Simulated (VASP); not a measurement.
A run of VASP 6.6.1 is set up as follows.

Contents of INCAR:

```
SYSTEM = ZnCu2SnS4
  PREC = Accurate
  ENCUT = 600
  EDIFF = 1E-6
  ISMEAR = 0
  SIGMA = 0.03
  LREAL = .False.
  LASPH = .True.
  NELM = 80
  ALGO = Normal
  ISIF = 3
  LWAVE = .False.
  LCHARG = .False.
  IBRION = 2
  NSW = 90
  EDIFFG = -0.01
  KPAR = 4
```

File KPOINTS:

```
Automatic mesh
0
Gamma
  10 10 10
  0 0 0
```

File POSCAR:

```
ZnCu2SnS4
1.0
   -2.7171000000      2.7171000000      5.4248000000
    2.7171000000     -2.7171000000      5.4248000000
    2.7171000000      2.7171000000     -5.4248000000
Zn Cu Sn S
1 2 1 4
Direct
    0.2500000000      0.7500000000      0.5000000000
    0.0000000000      0.0000000000      0.0000000000
    0.7500000000      0.2500000000      0.5000000000
    0.5000000000      0.5000000000      0.0000000000
    0.3716100000      0.8844100000      0.9996000000
    0.1155900000      0.1151900000      0.4872000000
    0.8848100000      0.3720100000      0.0004000000
    0.6279900000      0.6283900000      0.5128000000
```

Potentials or basis: VASP PAW LDA potentials, release 64 (Zn, Cu, Sn_d, S).

Run with:

```bash
$ cat potpaw_LDA.64/Zn/POTCAR potpaw_LDA.64/Cu/POTCAR potpaw_LDA.64/Sn_d/POTCAR potpaw_LDA.64/S/POTCAR > POTCAR
$ mpirun -np 4 vasp_std > vasp.out
```

Problem. Estimate the space group after relaxing (to 0.05 Å).

Solution. I-4 (No. 82).

Problem. Predict the relaxed cell.

Solution. a = 6.516 Å, b = 6.516 Å, c = 6.516 Å, α = 131.77°, β = 131.77°, γ = 70.59°.

Forces on the atoms (eV/Å):
```
Zn   0.000  0.000  0.000
Cu   0.000  0.000  0.000
Cu   0.000  0.000  0.000
Sn   0.000  0.000  0.000
S    0.005 -0.004  0.006
S   -0.004 -0.005 -0.006
S   -0.005  0.004  0.006
S    0.004  0.005 -0.006
```

 Zero-point motion and thermal expansion aren't in these numbers.
